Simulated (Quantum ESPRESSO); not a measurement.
Si2W, 3 atoms in the cell. Symmetry: I4/mmm, No. 139, tetragonal system. The conventional cell has a = 3.214 Å, b = 3.214 Å, c = 7.830 Å, α = 90.00°, β = 90.00°, γ = 90.00°. W (site symmetry 4/mmm) has 10 Si at 2.62 Å as nearest neighbours. Si (site symmetry 4mm) has 5 Si at 2.59 to 2.63 Å and 5 W at 2.62 Å as nearest neighbours. 

```yaml
Program: Quantum ESPRESSO 7.5
Task: phonons
Functional: LDA
Potentials_or_basis: JTH 2.0 LDA
Cutoff: 490 eV
Density_cutoff: 2939 eV
k_mesh: 10 × 10 × 10
Occupations: cold, width 0.272 eV
Spin: no spin polarisation
Form_of_the_LDA_correlation: PW92
Mixing_beta: 0.5
Most_SCF_iterations: 120
SCF_threshold: 6e-10 Ry
```

Potentials or basis: JTH 2.0 LDA.

Launch:

```sh
$ OMP_NUM_THREADS=1 pw.x -in pw.in > pw.out
$ OMP_NUM_THREADS=1 pw.x -in relax.in > relax.out
$ OMP_NUM_THREADS=1 pw.x -in scf2.in > scf2.out
$ OMP_NUM_THREADS=1 ph.x -in ph.in > ph.out
$ OMP_NUM_THREADS=1 dynmat.x -in dynmat.in > dynmat.out
```

Hardware: 1 thread of Arm Neoverse V2, on a shared host.

Q: How long does it take, and how much memory?

A: It took 27 min on 1 thread of Arm Neoverse V2, with other jobs on the host, peak memory 0.12 GiB. Counts: scf iterations 59, k pools 1, bands 18, ion steps 5, k points 102, g dense 14583.
